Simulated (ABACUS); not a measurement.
The system is MoS2.

```
CELL_PARAMETERS angstrom
1.58550 0.91539 6.11500
-1.58550 0.91539 6.11500
0.00000 -1.83078 6.11500
ATOMIC_POSITIONS crystal
Mo 0.00000 0.00000 0.00000
S 0.25000 0.25000 0.25000
S 0.75000 0.75000 0.75000
```

Measurements of this composition are mostly on another form, of space group No. 194.

- Program: ABACUS 3.10.1
- Task: single point
- Functional: PBE
- Potentials or basis: PseudoDojo NC SR 0.4.1 PBE standard
- Cutoff: 1102 eV
- Density cutoff: 4408 eV
- Basis: plane waves
- k mesh: 10 × 10 × 10
- Occupations: fermi-dirac, width 0.05 eV
- Spin: no spin polarisation

On this cell: pressure 8.0 GPa; largest force 1.016 eV/Å; band gap on the k mesh none (metal or under the smearing width).

The same run follows on a disturbed copy (atoms moved at random, drawn with an rms of 0.05 Å):

```
Mo S
1.0
     1.58550    0.91539    6.11500
    -1.58550    0.91539    6.11500
     0.00000   -1.83078    6.11500
Mo S
1 2
Direct
  0.00526 0.98847 0.00654
  0.24910 0.25717 0.23994
  0.74176 0.73264 0.76980
```

Task: What does the disturbed cell give?

Result: The energy (extrapolated to zero smearing) moves by +15.6 meV/atom; pressure 8.9 GPa; largest force 1.613 eV/Å; band gap on the k mesh none (metal or under the smearing width).

Forces on the atoms (eV/Å):
```
Mo  -0.212 -0.052 -0.790
S    0.228 -0.372 -0.766
S   -0.016  0.424  1.556
```

Stress tensor (GPa, compression positive):
```
 9.05 -0.43 -1.10
-0.43  5.62  3.56
-1.10  3.56 12.07
```

Caveats: the cell's inner coordinates are idealised or old, which leaves forces on the atoms.
